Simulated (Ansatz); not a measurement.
# GaP: the cost of one run

Computed with Ansatz 0.2.0 (DFT PBE, scalar-relativistic, plane waves, PAW, unless a step's input says otherwise).

**1. The system as given**

Symmetry: P6/mmm, No. 191, hexagonal system. The conventional cell has a = 3.489 Å, b = 3.489 Å, c = 7.403 Å, α = 90.00°, β = 90.00°, γ = 120.00°. Around Ga (site symmetry -6m2) lie 3 Ga at 2.01 Å and 6 P at 2.47 Å. P (site symmetry 6mm) has 6 Ga at 2.47 Å as nearest neighbours.

Structure file:

```cif
data_structure
_symmetry_space_group_name_H-M 'P6/mmm'
_symmetry_Int_Tables_number 191
_cell_length_a 3.4889
_cell_length_b 3.4889
_cell_length_c 7.4033
_cell_angle_alpha 90.000
_cell_angle_beta 90.000
_cell_angle_gamma 120.000
_cell_volume 78.04
loop_
_atom_site_label
_atom_site_type_symbol
_atom_site_symmetry_multiplicity
_atom_site_Wyckoff_symbol
_atom_site_fract_x
_atom_site_fract_y
_atom_site_fract_z
_atom_site_occupancy
Ga1 Ga 2 d 0.33333 0.66667 0.50000 1
P1 P 2 e 0.00000 0.00000 0.30769 1
```

A structure generator made this guess: random cell by space group and Wyckoff sites (P6/mmm, No. 191). Lengths come from tabulated atomic sizes and are only a guess.

**2. Probe: one point on a coarse mesh**

input.yaml

```yaml
crystal:
  lattice:
    - [3.48885454, 0.0, 0.0]
    - [-1.74442727, 3.02143666, 0.0]
    - [0.0, 0.0, 7.40327985]
  atoms:
    - { symbol: Ga, position: [0.33333333, 0.66666667, 0.5] }
    - { symbol: Ga, position: [0.66666667, 0.33333333, 0.5] }
    - { symbol: P, position: [0.0, 0.0, 0.30769041] }
    - { symbol: P, position: [0.0, 0.0, 0.69230959] }
basis:
  ecutwfc: 420
kpoints:
  mp_grid: { grid: [6, 6, 4] }
hamiltonian:
  xc: pbe
scf:
  occupations: { method: gaussian, width: 0.1 }
  lower_state_search: "off"
output:
  forces: true
  stress: true
  eigenvalues: true
```

Started as:

```sh
ansatz run input.yaml --threads 1 --pin off --max-ram 2560MiB --backend cpu --events-out ev --progress --plain --runs-dir out
```

**Question.** How long does this run take on 1 thread of AMD EPYC (Zen 3), shared host, and how much memory does it need?

About 6.5 s, with a peak of 0.36 GiB.
